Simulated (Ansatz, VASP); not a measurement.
# Two plane-wave programs on CsPbCl3

```
Pb Cs Cl
1.0
     5.60500    0.00000    0.00000
     0.00000    5.60500    0.00000
     0.00000    0.00000    5.60500
Pb Cs Cl
1 1 3
Direct
  0.50000 0.50000 0.50000
  0.00000 0.00000 0.00000
  0.50000 0.00000 0.50000
  0.00000 0.50000 0.50000
  0.50000 0.50000 0.00000
```

Alike in both runs: task relaxation of cell and atoms; functional RPBE; k mesh 5 × 5 × 5; occupations fermi-dirac, width 0.05 eV; no spin polarisation.

```csv
,VASP,Ansatz
version,VASP 6.6.1,Ansatz 0.2.0
potentials or method,"VASP PAW PBE potentials, release 64 (Pb_d, Cs_sv, Cl)",Ansatz PAW
plane-wave cutoff (eV),600,420
valence electrons in the cell,44,44
```

VASP gave:

* relaxed volume (Å³/atom): 40.12
* relaxed cell length with the largest relative difference (Å): 5.854
* energy change over the relaxation (meV/atom): -44

Problem. Estimate Ansatz's values.

Solution. Relaxed volume (Å³/atom): 40.15; relaxed cell length with the largest relative difference (Å): 5.855; energy change over the relaxation (meV/atom): -45.

Caveats: the volume moved by +14 % from the deposited cell, more than functionals usually miss; the PAW data sets were made with another functional, which shifts forces and pressure a little (VASP); the plane-wave basis is chosen anew once the cell has moved, so the energies of steps on either side of that aren't comparable (Ansatz); the PAW data sets come from PBE, with cores solved anew for the run's functional, which leaves a small shift of forces and pressure (Ansatz). Zero-point motion and thermal expansion aren't in these numbers. A k mesh can miss the band edges.
